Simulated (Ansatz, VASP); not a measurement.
BP in VASP and in Ansatz

The input INCAR:

```
PREC = Accurate
ENCUT = 600
EDIFF = 1E-7
ISMEAR = -1
SIGMA = 0.05
LREAL = False
LASPH = True
NELM = 80
ALGO = Normal
ISIF = 3
LWAVE = False
LCHARG = False
GGA = PS
IBRION = 2
NSW = 60
EDIFFG = -0.01
```

File KPOINTS:

```
regular mesh
0
Gamma
  10 10 10
```

File POSCAR:

```
BP
1.0
    0.0000000000      2.2690000000      2.2690000000
    2.2690000000      0.0000000000      2.2690000000
    2.2690000000      2.2690000000      0.0000000000
P B
1 1
Direct
    0.7500000000      0.7500000000      0.7500000000
    0.0000000000      0.0000000000      0.0000000000
```

Contents of input.yaml:

```yaml
crystal:
  lattice:
    - [0.0, 2.269, 2.269]
    - [2.269, 0.0, 2.269]
    - [2.269, 2.269, 0.0]
  atoms:
    - { symbol: P, position: [0.75, 0.75, 0.75] }
    - { symbol: B, position: [0.0, 0.0, 0.0] }
hamiltonian:
  xc: pbesol
  pseudopotentials: { kind: paw }
kpoints:
  mp_grid: { grid: [10, 10, 10] }
scf:
  occupations: { method: fermi_dirac, width: 0.05 }
output:
  forces: true
  stress: true
  eigenvalues: true
relax:
  f_tol: 0.01
  max_steps: 40
  cell: { stress_tol: 0.05 }
```

Alike in both runs: task relaxation of cell and atoms; functional PBEsol; k mesh 10 × 10 × 10; occupations fermi-dirac, width 0.05 eV; no spin polarisation.

|  | VASP | Ansatz |
| --- | --- | --- |
| version | VASP 6.6.1 | Ansatz 0.2.0 |
| potentials or method | VASP PAW PBE potentials, release 64 (P, B) | Ansatz PAW |
| plane-wave cutoff (eV) | 600 | 420 |
| valence electrons in the cell | 8 | 8 |

Ansatz gave:

| Quantity | Value |
| --- | --- |
| gap on the k mesh at the Fermi level, each at its own relaxed structure (eV) | 1.12 |
| relaxed volume (Å³/atom) | 11.54 |
| relaxed cell length with the largest relative difference (Å) | 3.196 |

Problem. What did VASP give for the same quantities?

Solution. gap on the k mesh at the Fermi level, each at its own relaxed structure (eV): 1.12; relaxed volume (Å³/atom): 11.55; relaxed cell length with the largest relative difference (Å): 3.197.

Caveats: the PAW data sets were made with another functional, which shifts forces and pressure a little (VASP); the plane-wave basis is chosen anew once the cell has moved, so the energies of steps on either side of that aren't comparable (Ansatz); the PAW data sets come from PBE, with cores solved anew for the run's functional, which leaves a small shift of forces and pressure (Ansatz). A k mesh can miss the band edges.
